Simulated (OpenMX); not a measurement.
Here is an OpenMX 3.8.5 calculation.

The input Nb.dat:

```
System.CurrrentDirectory             ./
System.Name                          Nb
DATA.PATH                            ./DFT_DATA13
level.of.stdout                      1
level.of.fileout                     0
Species.Number                       1
<Definition.of.Atomic.Species
  Nb  Nb7.0-s3p2d2           Nb_PBE13
Definition.of.Atomic.Species>

Atoms.Number                         1
Atoms.SpeciesAndCoordinates.Unit     FRAC
<Atoms.SpeciesAndCoordinates
    1  Nb    0.0300770000   -0.0039730000   -0.0002200000   6.500  6.500
Atoms.SpeciesAndCoordinates>

Atoms.UnitVectors.Unit               Ang
<Atoms.UnitVectors
    -0.0410340000    2.1933810000    2.1088490000
     2.0464000000    0.0498140000    2.0180000000
     2.1262530000    2.1823850000   -0.0300390000
Atoms.UnitVectors>

scf.XcType                           GGA-PBE
scf.SpinPolarization                 off
scf.ElectronicTemperature            580.226
scf.energycutoff                     350.0
scf.maxIter                          100
scf.EigenvalueSolver                 band
scf.Kgrid                            7 7 7
scf.Mixing.Type                      rmm-diisk
scf.Init.Mixing.Weight               0.05
scf.Min.Mixing.Weight                0.001
scf.Max.Mixing.Weight                0.3
scf.Mixing.History                   25
scf.Mixing.StartPulay                8
scf.criterion                        1.0e-8
scf.stress.tensor                    on
MD.Type                              nomd
```

Potentials or basis: OpenMX 2013 PBE set, Nb7.0-s3p2d2, grid cutoff 350 Ry.

The run is started by

```sh
$ openmx Nb.dat -nt 1 > Nb.std
```

(1) What does it give for the pressure?

(2) Estimate the band gap on the k mesh.

## Answers

(1) -0.6 GPa.

(2) none (metal or under the smearing width).

Caveat: the k mesh is coarse (spacing up to 0.38 Å⁻¹), so the values aren't converged; the basis of atomic orbitals isn't converged, which shifts pressures, moduli and gaps.
